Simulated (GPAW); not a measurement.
Crystal: Ti3Al.

```
CELL_PARAMETERS angstrom
0.00000 3.23178 3.23178
3.23178 0.00000 3.23178
3.23178 3.23178 0.00000
ATOMIC_POSITIONS crystal
Ti 0.00000 0.00000 0.00000
Ti 0.25000 0.25000 0.25000
Ti 0.75000 0.75000 0.75000
Al 0.50000 0.50000 0.50000
```

The cell comes from a database or a generator and needn't be the stable form of this composition.

- Program: GPAW 26.7.0
- Task: relaxation of cell and atoms
- Functional: PBEsol
- Dispersion: D3(BJ)
- Potentials or basis: PAW data sets generated in the run's folder for this functional
- Cutoff: 600 eV
- Basis: pw
- k mesh: 7 × 7 × 7
- Occupations: fermi-dirac, width 0.05 eV
- Spin: no spin polarisation

At the start: pressure -10.2 GPa; volume 16.88 Å³/atom.

Task: How do energy, volume and symmetry change on relaxing?

Result: Over 4 steps the energy falls by 44.2 meV/atom and the volume is 15.41 Å³/atom (-8.7 %); space group Fm-3m (No. 225, to 0.05 Å).

The path:
```
step  energy change (eV)  largest force (eV/Å)  pressure (GPa)  volume (Å³)
   1              0.0000                0.0000          -10.16        67.51
   2             -0.0435                0.0000           -9.08        66.74
   3             -0.1739                0.0000            0.92        61.20
   4             -0.1767                0.0000           -0.06        61.65
```

Final structure:
```
Ti Al
1.0
     0.00000    3.13554    3.13554
     3.13554    0.00000    3.13554
     3.13554    3.13554    0.00000
Ti Al
3 1
Direct
  0.00000 0.00000 0.00000
  0.25000 0.25000 0.25000
  0.75000 0.75000 0.75000
  0.50000 0.50000 0.50000
```

Caveat: later steps reuse the first step's grids; pairwise dispersion overbinds metals, which lowers pressure and volume.
